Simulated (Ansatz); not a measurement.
The system is Al2Cu (Khatyrkite).

```xyz
6
Lattice="-3.0335 3.0335 2.4385 3.0335 -3.0335 2.4385 3.0335 3.0335 -2.4385" Properties=species:S:1:pos:R:3 pbc="T T T"
Cu    0.0000    0.0000    1.2192
Cu    0.0000    0.0000    3.6578
Al    0.9592    2.0743    0.0000
Al   -0.9592    2.0743    2.4385
Al    2.0743    0.9592    2.4385
Al    3.9927    0.9592    0.0000
```

Base run:

```yaml
Program: Ansatz 0.2.0
Functional: BLYP
Potentials_or_basis: Ansatz PAW
Cutoff: 420 eV
Density_cutoff: 1680 eV
k_mesh: 7 × 7 × 7
Occupations: fermi-dirac, width 0.05 eV
Spin: no spin polarisation
```

Its results: band gap on the k mesh none (metal or under the smearing width); pressure 3.9 GPa; largest force 0.084 eV/Å.

Problem. After a change of settings the same cell gave: band gap on the k mesh none (metal or under the smearing width); pressure -6.4 GPa; largest force 0.101 eV/Å. Which change was it?
A. functional from BLYP to r2SCAN; cutoff from 420 eV to 500 eV; density cutoff from 1680 eV to 2000 eV
B. functional from BLYP to LDA
C. functional from BLYP to RPBE
D. functional from BLYP to PBEsol

Solution. B.

LDA binds more tightly than BLYP, so the same cell stands under less pressure.

Caveats: the PAW data sets come from PBE, with cores solved anew for the run's functional, which leaves a small shift of forces and pressure; the potentials were made for another functional, which shifts forces and pressure (some runs).

Not every run made on this cell is shown here.
